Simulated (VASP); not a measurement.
## SnTe in VASP 6.6.1, single-point calculation

INCAR

```
NBANDS = 17
IBRION = -1
ENCUT = 520
LREAL = .FALSE.
GGA = PE
EDIFF = 0.001
LWAVE = .FALSE.
SIGMA = 0.02
NELM = 85
LASPH = .TRUE.
LCHARG = .FALSE.
ISMEAR = -1
PREC = Accurate
ISIF = 2
NSW = 0
```

KPOINTS

```
KPOINTS created by Atomic Simulation Environment
0
Gamma
6 6 6
0 0 0
```

POSCAR

```
Sn Te
 1.0000000000000000
    -0.0000000000000000    3.5839840091812012    3.5839840091812012
     3.5839840091812012   -0.0000000000000000    3.5839840091812012
     3.5839840091812012    3.5839840091812012   -0.0000000000000000
 Sn  Te
   1   1
Cartesian
 -0.0000000000000000 -0.0000000000000000 -0.0000000000000000
  1.7919920045906006  1.7919920045906006  1.7919920045906006
```

The recommended PBE PAW datasets give the neutral cell 20 valence electrons.

Command

```
mpirun -np 1 vasp_std
```

Problem. Predict the outcome of this run.

Solution. It converged. Results: gap between bands v and c on the k mesh 0.21 eV; least direct gap on the k mesh 0.75 eV; pressure 0.7 GPa. Band v is the last that the valence electrons fill when counted band by band, and c is the next.

OSZICAR

```
N       E                     dE             d eps       ncg     rms          rms(c)
DAV:   1     0.127965665420E+03    0.12797E+03   -0.91678E+03   545   0.117E+03
DAV:   2     0.638887141031E+01   -0.12158E+03   -0.11852E+03   552   0.312E+02
DAV:   3    -0.677377137609E+01   -0.13163E+02   -0.13023E+02   669   0.958E+01
DAV:   4    -0.718270287420E+01   -0.40893E+00   -0.40873E+00   626   0.174E+01
DAV:   5    -0.720117524106E+01   -0.18472E-01   -0.18472E-01   774   0.360E+00    0.461E+00
DAV:   6    -0.706146936189E+01    0.13971E+00   -0.35225E-01   692   0.273E+00    0.300E+00
DAV:   7    -0.705840294333E+01    0.30664E-02   -0.87179E-02   570   0.111E+00    0.108E+00
DAV:   8    -0.705983708763E+01   -0.14341E-02   -0.10583E-02   613   0.697E-01    0.248E-01
DAV:   9    -0.706051982295E+01   -0.68274E-03   -0.22238E-03   441   0.305E-01
   1 F= -.70605198E+01 E0= -.70604816E+01  d E =-.765380E-04
```

For comparison, a separate PBE run of the intended cell, on usual settings and not on those above, gives a gap of 0.22 eV on its mesh and a pressure of 0.5 GPa.
